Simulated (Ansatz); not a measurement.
AlCo3:

```
CELL_PARAMETERS angstrom
3.57495 0.00000 0.00000
0.00000 3.57495 0.00000
0.00000 0.00000 3.57495
ATOMIC_POSITIONS crystal
Co 0.00000 0.50000 0.50000
Co 0.50000 0.00000 0.50000
Co 0.50000 0.50000 0.00000
Al 0.00000 0.00000 0.00000
```

The cell comes from a database or a generator and needn't be the stable form of this composition.

Program: Ansatz 0.2.0. Alike in all runs: task single point; level PBEsol; potentials or basis Ansatz PAW; cell as given; cutoff (eV) 420; smearing fermi-dirac 0.05 eV. Hardware: 2 threads of Arm Neoverse N1, with other jobs on the host.

Q: Order these runs on this cell by their wall time, lowest first.
A. spin collinear, ferromagnetic start; k mesh 8 × 8 × 8
B. spin collinear, antiferromagnetic start; k mesh 8 × 8 × 8
C. spin off; k mesh 8 × 8 × 8
D. spin non-collinear, random start; k mesh 6 × 6 × 6

A: C (2.5 s), A (9.4 s), B (22 s), D (130 s).

Caveats: the starting moments weren't kept (some runs).
